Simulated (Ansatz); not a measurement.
# Preparing SnO2 (P4_2/mnm) as a host crystal, part 2 of 2

Before any defect goes in: SnO2 (P4_2/mnm) at rest, and how it screens a charge.

Ansatz 0.2.0; plane-wave PAW DFT, PBEsol; relaxation of the host's cell and atoms; PAW set soft_1 (the session's first sound run).

So far. Step 3 (Dielectric tensors of the host): The principal values of the electronic dielectric tensor are 4.60, 4.60 and 4.91. The principal values of the static dielectric tensor are 10.42, 13.48 and 13.48.

## 4. Defect free supercell relaxed in its symmetry

This cell, the one that will hold the defects, is built from the relaxed host. Its coarser k-points can move the atoms a little, so it is relaxed from the symmetric sites, as the reference for the test of stability.

This step: plane-wave PAW DFT, PBEsol; relaxation of the defect-free supercell in its symmetry; PAW set soft_1 (Ansatz 0.2.0).

System of this step: SnO2 (P4_2/mnm). The cell holds 216 atoms: 72 Sn and 144 O. Cell: a = 17.246 Å, b = 17.246 Å, c = 13.485 Å, α = 54.1°, β = 54.1°, γ = 71.8°.

The input, pristine.symmetric/input.yaml:

```yaml
crystal:
  lattice:
    - [0.0, 14.3034354667, 9.6357079698]
    - [14.3034354667, 0.0, 9.6357079698]
    - [9.5356236445, 9.5356236445, 0.0]
  atoms:
    - { symbol: Sn, position: [0.0833333333, 0.0833333333, 0.125] }
    - { symbol: Sn, position: [0.25, 0.25, 0.375] }
    - { symbol: Sn, position: [0.0, 0.0, 0.0] }
    - { symbol: Sn, position: [0.1666666667, 0.1666666667, 0.25] }
    - { symbol: O, position: [0.0187573857, 0.147909281, 0.375] }
    - { symbol: O, position: [0.1854240523, 0.3145759477, 0.125] }
    - { symbol: O, position: [0.147909281, 0.0187573857, 0.375] }
    - { symbol: O, position: [0.3145759477, 0.1854240523, 0.125] }
    - { symbol: O, position: [0.0, 0.0, 0.1531360785] }
    - { symbol: O, position: [0.1666666667, 0.1666666667, 0.4031360785] }
    - { symbol: O, position: [0.0, 0.0, 0.3468639215] }
    - { symbol: O, position: [0.1666666667, 0.1666666667, 0.0968639215] }
    - { symbol: Sn, position: [0.0833333333, 0.0833333333, 0.625] }
    - { symbol: Sn, position: [0.25, 0.25, 0.875] }
    - { symbol: Sn, position: [0.0, 0.0, 0.5] }
    - { symbol: Sn, position: [0.1666666667, 0.1666666667, 0.75] }
    - { symbol: O, position: [0.0187573857, 0.147909281, 0.875] }
    - { symbol: O, position: [0.1854240523, 0.3145759477, 0.625] }
    - { symbol: O, position: [0.147909281, 0.0187573857, 0.875] }
    - { symbol: O, position: [0.3145759477, 0.1854240523, 0.625] }
    - { symbol: O, position: [0.0, 0.0, 0.6531360785] }
    - { symbol: O, position: [0.1666666667, 0.1666666667, 0.9031360785] }
    - { symbol: O, position: [0.0, 0.0, 0.8468639215] }
    - { symbol: O, position: [0.1666666667, 0.1666666667, 0.5968639215] }
    - { symbol: Sn, position: [0.0833333333, 0.4166666667, 0.125] }
    - { symbol: Sn, position: [0.25, 0.5833333333, 0.375] }
    - { symbol: Sn, position: [0.0, 0.3333333333, 0.0] }
    - { symbol: Sn, position: [0.1666666667, 0.5, 0.25] }
    - { symbol: O, position: [0.0187573857, 0.4812426143, 0.375] }
    - { symbol: O, position: [0.1854240523, 0.647909281, 0.125] }
[... 180 atom lines left out ...]
    - { symbol: O, position: [0.8145759477, 0.6854240523, 0.875] }
    - { symbol: O, position: [0.9812426143, 0.852090719, 0.625] }
    - { symbol: O, position: [0.6666666667, 0.6666666667, 0.6531360785] }
    - { symbol: O, position: [0.8333333333, 0.8333333333, 0.9031360785] }
    - { symbol: O, position: [0.6666666667, 0.6666666667, 0.8468639215] }
    - { symbol: O, position: [0.8333333333, 0.8333333333, 0.5968639215] }
basis:
  ecutwfc: 420
  xc_grid: 2
hamiltonian:
  xc: pbesol
  pseudopotentials: { kind: paw, azcp: { folder: soft_1 }, xc_functional: pbe }
kpoints:
  mp_grid: { grid: [1, 1, 1] }
scf:
  occupations: { method: fermi_dirac, width: 0.01 }
  max_iter: 100
  lower_state_search: "off"
output:
  forces: true
relax:
  f_tol: 0.015
  max_steps: 60
  escape_saddle: false
checkpoint:
  write: "../pristine.symmetric.run"
  compress: false
  write_wavefunctions: false
  write_every: 100000
```

The run is started by

```bash
$ ansatz run input.yaml --threads 32 --pin off --max-ram 84787MiB --backend cuda --events-out ev --progress --plain --runs-dir out --max-vram 78GiB
```

Numbers of over 12 decimals in the logs are rounded to 6 here.

The log of the run:

```text
[...]
device memory: the entry about to start is reckoned to put 8.7 GiB on a device that reports 171.4 GiB free (of which the cap on the GPU budget leaves the run 78.0 GiB)
GPU FFT provider: cuFFT
GPU libraries: cuBLAS 13.8.1, cuFFT 12.4.0, cuSOLVER 12.3.2
GPU matrix products: emulated (plane waves: as basis.precision tells), large ones in fixed point in workspaces of 1.00 GiB
Crystal: 216 atoms, lattice volume = 2628.470 Å³
Basis set: ecut = 420 eV, 51347 PW (Γ), exchange–correlation on 240×240×192 points (8 copies of the dense FFT grid, shifted against one another)
Bands: 1152, of which v1, the nominal top of the filled ones, is band 936 counted from 1 (935 counted from 0)
Symmetry: 144 space group operations
[...]
k-points: 1
[...]
GPU buffer pool allocated for 1382400 grid points (all kernels)
GPU transforms: local potential and band sums: pruned to the plane-wave sphere, on 120×120×90
[...]
SCF iter   1: F=—  HF=-509176.479448 eV  |Δ(HF+E_count)|=         —  Δρ=6.92e-2  dr2=9.27e1  Hψ=4128
[...]
SCF iter   7: F=-509156.210813 eV  HF=-509156.210812 eV  |Δ(HF+E_count)|=   6.82e-6  Δρ=1.00e-5  dr2=3.44e-6  Hψ=4539
SCF 1 converged in 7 iterations: F = -509156.210813 eV  dr2 = 3.44e-6
[...]
relax step   1: F+E_penalty+E_count = -509156.21081339 eV  Δ(F+E_penalty+E_count) = +0.000e0 eV  max|allowed force component| = 4.641e-3 eV/Å  Δτ_max = 0.0000 Å  (7 SCF iters, dr2 threshold 5.63e-6 eV, accepted)
[...]
SCF iter   3: F=-509156.210814 eV  HF=-509156.210814 eV  |Δ(HF+E_count)|=   9.54e-7  Δρ=1.27e-6  dr2=4.99e-8  Hψ=3661
SCF 2 converged in 3 iterations: F = -509156.210814 eV  dr2 = 4.99e-8
relax step   2: F+E_penalty+E_count = -509156.21081376 eV  Δ(F+E_penalty+E_count) = -3.729e-7 eV  max|allowed force component| = 4.618e-3 eV/Å  Δτ_max = 0.0000 Å  (3 SCF iters, accepted)
SCF converged after 3 iterations
Free energy (F): -509156.210814 eV
[...]
Internal energy: -509156.210814 eV  (E = F + TS)
E sigma→0 (E₀):  -509156.210814 eV
Fermi energy:    9.595018 eV
[...]
--- Forces (eV/Å), atoms counted from 1 ---
  atom   1  Sn    -0.00000000     0.00000000    -0.00000000
  atom   2  Sn    -0.00000000     0.00000000     0.00000000
  atom   3  Sn     0.00000000     0.00000000     0.00000000
  atom   4  Sn     0.00000000     0.00000000     0.00000000
  atom   5  O     -0.00381289     0.00381289     0.00000000
  atom   6  O     -0.00381289     0.00381289     0.00000000
  [... 210 more lines of this table ...]
  max |Σ_I F_I| component: 7.11e-17 eV/Å
--- Relaxed structure (2 steps of the walk, 2 accepted, 0 SCFs on fresh bases) ---
  F+E_penalty+E_count = -509156.21081376 eV   max|allowed force component| = 4.618e-3 eV/Å
  atoms:
    - { symbol: Sn, position: [0.083333, 0.083333, 0.125000] }
    - { symbol: Sn, position: [0.250000, 0.250000, 0.375000] }
    - { symbol: Sn, position: [0.0, 0.0, 0.0] }
    - { symbol: Sn, position: [0.166667, 0.166667, 0.25] }
    - { symbol: O, position: [0.018757, 0.147909281, 0.375000] }
    - { symbol: O, position: [0.185424, 0.314576, 0.125000] }
  [... 210 more lines of this table ...]
```

Wall time 3.8 s (1 × NVIDIA GB200 with 32 threads of Arm Neoverse V2, shared host); peak memory 1.4 GiB.

Hardly anything moved in the relaxation; the energy changed by under 0.2 meV an atom.

## 5. Defect free supercell relaxed from displaced atoms

This step: plane-wave PAW DFT, PBEsol; relaxation of the defect-free supercell from random displacements, a test of the host's stability; PAW set soft_1 (Ansatz 0.2.0).

pristine.rattled/input.yaml, as its differences from pristine.symmetric/input.yaml of step 4:

```diff
@@ -59,6 +59,6 @@
   f_tol: 0.015
-  max_steps: 60
-  escape_saddle: false
+  max_steps: 120
+  random_displacement: { amplitude: 0.06, seed: 6226 }
 checkpoint:
-  write: "../pristine.symmetric.run"
+  write: "../pristine.rattled.run"
   compress: false
```

The log of the run:

```text
[...]
GPU FFT provider: cuFFT
GPU libraries: cuBLAS 13.8.1, cuFFT 12.4.0, cuSOLVER 12.3.2
[...]
Crystal: 216 atoms, lattice volume = 2628.470 Å³
Basis set: ecut = 420 eV, 51347 PW (Γ), exchange–correlation on 240×240×192 points (8 copies of the dense FFT grid, shifted against one another)
Bands: 1152, of which v1, the nominal top of the filled ones, is band 936 counted from 1 (935 counted from 0)
Symmetry: 1 space group operations
k-points: 1
[...]
GPU buffer pool allocated for 1382400 grid points (all kernels)
[...]
SCF iter   1: F=—  HF=-509170.412942 eV  |Δ(HF+E_count)|=         —  Δρ=6.96e-2  dr2=9.47e1  Hψ=4152
[...]
SCF iter   7: F=-509149.565658 eV  HF=-509149.565657 eV  |Δ(HF+E_count)|=   9.58e-7  Δρ=1.14e-5  dr2=3.99e-6  Hψ=3749
SCF 1 converged in 7 iterations: F = -509149.565658 eV  dr2 = 3.99e-6
[...]
relax step   1: F+E_penalty+E_count = -509149.56565833 eV  Δ(F+E_penalty+E_count) = +0.000e0 eV  max|allowed force component| = 3.120e0 eV/Å  Δτ_max = 0.0000 Å  (7 SCF iters, dr2 threshold 5.63e-6 eV, accepted)
[...]
relax step   2: F+E_penalty+E_count = -509155.07275502 eV  Δ(F+E_penalty+E_count) = -5.507e0 eV  max|allowed force component| = 1.304e0 eV/Å  Δτ_max = 0.1014 Å  (7 SCF iters, dr2 threshold 1.00e-4 eV, accepted)
relax step   3: F+E_penalty+E_count = -509156.21018824 eV  Δ(F+E_penalty+E_count) = -1.137e0 eV  max|allowed force component| = 1.385e-2 eV/Å  Δτ_max = 0.0786 Å  (7 SCF iters, dr2 threshold 1.00e-4 eV, accepted)
[...]
SCF iter   4: F=-509156.210189 eV  HF=-509156.210189 eV  |Δ(HF+E_count)|=   1.32e-8  Δρ=1.21e-6  dr2=5.15e-8  Hψ=3559
SCF 4 converged in 4 iterations: F = -509156.210189 eV  dr2 = 5.15e-8
relax step   4: F+E_penalty+E_count = -509156.21018925 eV  Δ(F+E_penalty+E_count) = -1.018e-6 eV  max|allowed force component| = 1.384e-2 eV/Å  Δτ_max = 0.0000 Å  (4 SCF iters, accepted)
SCF converged after 4 iterations
Free energy (F): -509156.210189 eV
[...]
Internal energy: -509156.210189 eV  (E = F + TS)
E sigma→0 (E₀):  -509156.210189 eV
Fermi energy:    9.595258 eV
[...]
--- Forces (eV/Å), atoms counted from 1 ---
  atom   1  Sn     0.00016796    -0.00114422    -0.00527605
  atom   2  Sn     0.00434656    -0.00315674     0.00256765
  atom   3  Sn     0.00254988     0.00325565    -0.00532943
  atom   4  Sn     0.00425817    -0.00153307     0.00241749
  atom   5  O     -0.00400450    -0.00313953    -0.00160207
  atom   6  O     -0.00321516     0.00316643    -0.00255660
  [... 210 more lines of this table ...]
  max |Σ_I F_I| component: 3.40e-4 eV/Å
--- Relaxed structure (4 steps of the walk, 4 accepted, 0 SCFs on fresh bases) ---
  F+E_penalty+E_count = -509156.21018925 eV   max|allowed force component| = 1.384e-2 eV/Å
  atoms:
    - { symbol: Sn, position: [0.083147, 0.083340, 0.125255] }
    - { symbol: Sn, position: [0.249836, 0.249973, 0.375254] }
    - { symbol: Sn, position: [-0.000237, -1.1647419265344399e-5, 0.000298] }
    - { symbol: Sn, position: [0.166526, 0.166699, 0.250190] }
    - { symbol: O, position: [0.018636, 0.147961, 0.375197] }
    - { symbol: O, position: [0.185337, 0.314613, 0.125102] }
  [... 210 more lines of this table ...]
```

Wall time 7.1 s (1 × NVIDIA GB200 with 32 threads); peak memory 1.4 GiB.

The steps of the relaxation:

```tsv
step	energy less that of the first step (eV)	largest force component (eV/Å)
1	0.0000	3.1200
2	-5.5071	1.3041
3	-6.6445	0.0139
4	-6.6445	0.0138
```

The relaxation ends 31 meV an atom lower than the displaced start, with a largest force component of 0.014 eV/Å.

## 6. Host on a dense mesh

This step: plane-wave PAW DFT, PBEsol; single point of the defect-free host, a test of the k-point sampling; PAW set soft_1 (Ansatz 0.2.0).

System of this step: SnO2 (P4_2/mnm). Symmetry: P4_2/mnm, No. 136, tetragonal system. The conventional cell has a = 4.768 Å, b = 4.768 Å, c = 3.212 Å, α = 90.00°, β = 90.00°, γ = 90.00°. Nearest to Sn lie 6 O at 2.07 Å. Nearest to O lie 3 Sn at 2.07 Å. Farther neighbours and most contacts between anions are not listed.

The input, dense/input.yaml:

```yaml
crystal:
  lattice:
    - [4.7678118222, 0.0, 0.0]
    - [0.0, 4.7678118222, 0.0]
    - [0.0, 0.0, 3.2119026566]
  atoms:
    - { symbol: Sn, position: [0.5, 0.5, 0.5] }
    - { symbol: Sn, position: [0.0, 0.0, 0.0] }
    - { symbol: O, position: [0.193727843, 0.806272157, 0.5] }
    - { symbol: O, position: [0.806272157, 0.193727843, 0.5] }
    - { symbol: O, position: [0.306272157, 0.306272157, 0.0] }
    - { symbol: O, position: [0.693727843, 0.693727843, 0.0] }
basis:
  ecutwfc: 420
  xc_grid: 2
hamiltonian:
  xc: pbesol
  pseudopotentials: { kind: paw, azcp: { folder: soft_1 }, xc_functional: pbe }
kpoints:
  mp_grid: { grid: [6, 6, 9] }
scf:
  occupations: { method: fermi_dirac, width: 0.01 }
  max_iter: 100
  lower_state_search: "off"
checkpoint:
  write: "../dense.run"
  compress: false
  write_wavefunctions: false
  write_every: 100000
```

The log of the run:

```text
[...]
GPU FFT provider: cuFFT
GPU libraries: cuBLAS 13.8.1, cuFFT 12.4.0, cuSOLVER 12.3.2
[...]
Crystal: 6 atoms, lattice volume = 73.013 Å³
Basis set: ecut = 420 eV, 1435 PW (Γ), exchange–correlation on 64×64×48 points (8 copies of the dense FFT grid, shifted against one another)
Bands: 32, of which v1, the nominal top of the filled ones, is band 26 counted from 1 (25 counted from 0)
Symmetry: 16 space group operations
[...]
k-points: 50 of 324
[...]
GPU buffer pool allocated for 24576 grid points (all kernels)
[...]
SCF iter   1: F=—  HF=-14143.798690 eV  |Δ(HF+E_count)|=         —  Δρ=6.91e-2  dr2=2.56e0  Hψ=7090
[...]
SCF iter   7: F=-14143.237447 eV  HF=-14143.237447 eV  |Δ(HF+E_count)|=   1.52e-7  Δρ=6.85e-6  dr2=2.84e-8  Hψ=3964
SCF 1 converged in 7 iterations: F = -14143.237447 eV  dr2 = 2.84e-8
[...]
SCF converged after 7 iterations
Free energy (F): -14143.237447 eV
[...]
Internal energy: -14143.237447 eV  (E = F + TS)
E sigma→0 (E₀):  -14143.237447 eV
Fermi energy:    9.593027 eV
[...]
```

Run time: 1.2 s. Hardware: 1 × NVIDIA GB200 with 32 threads; peak memory 1 GiB; 2.5 s of CPU time.

## 7. Defect free supercell at the zone centre

The supercell is run at the zone centre, to see how far that sampling misses the dense mesh.

System of this step: SnO2 (P4_2/mnm). The cell holds 216 atoms: 72 Sn and 144 O. Its edges and angles: a = 17.246 Å, b = 17.246 Å, c = 13.485 Å, α = 54.1°, β = 54.1°, γ = 71.8°.

pristine.sampling_gamma/input.yaml, as its differences from pristine.rattled/input.yaml of step 5:

```diff
@@ -55,10 +55,4 @@
   lower_state_search: "off"
-output:
-  forces: true
-relax:
-  f_tol: 0.015
-  max_steps: 120
-  random_displacement: { amplitude: 0.06, seed: 6226 }
 checkpoint:
-  write: "../pristine.rattled.run"
+  write: "../pristine.sampling_gamma.run"
   compress: false
```

The log of the run:

```text
[...]
GPU FFT provider: cuFFT
GPU libraries: cuBLAS 13.8.1, cuFFT 12.4.0, cuSOLVER 12.3.2
[...]
Crystal: 216 atoms, lattice volume = 2628.470 Å³
Basis set: ecut = 420 eV, 51347 PW (Γ), exchange–correlation on 240×240×192 points (8 copies of the dense FFT grid, shifted against one another)
Bands: 1152, of which v1, the nominal top of the filled ones, is band 936 counted from 1 (935 counted from 0)
Symmetry: 144 space group operations
[...]
k-points: 1
[...]
GPU buffer pool allocated for 1382400 grid points (all kernels)
[...]
SCF iter   1: F=—  HF=-509176.479441 eV  |Δ(HF+E_count)|=         —  Δρ=6.92e-2  dr2=9.27e1  Hψ=4128
[...]
SCF iter   8: F=-509156.210814 eV  HF=-509156.210814 eV  |Δ(HF+E_count)|=   1.74e-6  Δρ=1.94e-6  dr2=8.61e-8  Hψ=3539
SCF 1 converged in 8 iterations: F = -509156.210814 eV  dr2 = 8.61e-8
[...]
SCF converged after 8 iterations
Free energy (F): -509156.210814 eV
[...]
Internal energy: -509156.210814 eV  (E = F + TS)
E sigma→0 (E₀):  -509156.210814 eV
Fermi energy:    9.595026 eV
[...]
```

It took 2.5 s on 1 × NVIDIA GB200 with 32 threads; peak memory 1.4 GiB.

## 8. What came out

| Quantity | Value |
| --- | --- |
| primitive cell vectors, lengths | 4.768, 4.768, 3.212 Å |
| electronic dielectric constant | principal values (4.60, 4.60, 4.91) |
| static dielectric constant | principal values (10.42, 13.48, 13.48) |
| gap on the k-mesh of the response run (PBEsol) | 0.92 eV |
| supercell relaxed in its symmetry less the displaced and relaxed one | -0.001 eV |
| energy an atom at the zone centre alone less that on the dense mesh | 0.002 eV |

Step 5: The energy fell by 6.645 eV from the randomly displaced start; the atoms end within 0.005 Å of the sites as typed, once the mean shift is taken out. The displaced cell ends within 0.01 eV of the symmetric one relaxed in its symmetry, so no lower structure shows in this supercell. The k-mesh can miss the band edges, so this gap is an upper bound at this level. All at zero temperature.

[Logs are printed without paths, hosts, clocks, repeated set-up lines and the standing remarks that a program may print on its own settings, such as how far it seeks lower states.]

[Hosts, paths, dates, database ids (printed as entryN), source tags and the programs' standing remarks are cut or masked in the printed files.]

[Runs of the host that timed out are not shown.]

[For some hosts the program warned that the k-mesh of the response run may be too coarse for force constants and the static dielectric constant; such warnings are not always shown.]

[The program warned that the k-mesh of a response run behind this text may be too coarse: force constants, and the static dielectric constant and all else formed from them, are not shown converged.]
